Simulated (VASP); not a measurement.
**VASP 6.6.1 run: AlN**

INCAR

```
LCHARG = .FALSE.
NSW = 0
GGA = PE
NELM = 120
EDIFF = 1E-7
IBRION = -1
PREC = Accurate
ENCUT = 520
LWAVE = .FALSE.
LASPH = .TRUE.
ISIF = 2
ISYM = 3
ISMEAR = -1
LREAL = Auto
NBANDS = 11
SIGMA = 0.02
```

KPOINTS

```
KPOINTS created by Atomic Simulation Environment
0
Gamma
5 5 5
0 0 0
```

POSCAR

```
Al N
 1.0000000000000000
     0.0000000000000000    1.9986797676000001    1.9986797676000001
     1.9986797676000001    0.0000000000000000    1.9986797676000001
     1.9986797676000001    1.9986797676000001    0.0000000000000000
 Al  N
   1   1
Cartesian
  0.0000000000000000  0.0000000000000000  0.0000000000000000
  1.9986797676000001  1.9986797676000001  1.9986797676000001
```

The recommended PBE PAW datasets give the neutral cell 8 valence electrons.

Command

```
mpirun -np 1 vasp_std
```

OSZICAR

```
N       E                     dE             d eps       ncg     rms          rms(c)
DAV:   1     0.816639052957E+01    0.81664E+01   -0.43390E+03   244   0.650E+02
DAV:   2    -0.156148008584E+02   -0.23781E+02   -0.23240E+02   270   0.135E+02
DAV:   3    -0.162747515909E+02   -0.65995E+00   -0.65889E+00   270   0.208E+01
DAV:   4    -0.162773673165E+02   -0.26157E-02   -0.26153E-02   247   0.140E+00
DAV:   5    -0.162773877340E+02   -0.20417E-04   -0.20417E-04   256   0.118E-01
```

Standard output (part)

```
POSCAR found type information on POSCAR AlN
 POSCAR found :  2 types and       2 ions
|     You have a (more or less) 'small supercell' and for smaller cells       |
|     it is recommended to use the reciprocal-space projection scheme!        |
|     The real-space optimization is not efficient for small cells and it     |
|     is also less accurate ...                                               |
|     Therefore, set LREAL=.FALSE. in the INCAR file.                         |
 LDA part: xc-table for (Slater+PW92), standard interpolation
 POSCAR, INCAR and KPOINTS ok, starting setup
 WAVECAR not read
 entering main loop
|                     _     ____    _    _    _____     _                     |
|                    | |   | |_) | | |  | | | |  __    | |                    |
|                    |_|   |  _ <  | |  | | | | |_ |   |_|                    |
|                     _    | |_) | | |__| | | |__| |    _                     |
|     internal error in CHECK_FULL_KPOINTS: KPOINTS_FULL not properly         |
|     initialised                                                             |
|     If you are not a developer, you should not encounter this problem.      |
|     Please submit a bug report.                                             |
```

VASP stopped with an error.

The run took about 1.9 s on one core of a shared host (Intel Xeon Platinum 8488C) and held 0.12 GiB at most.
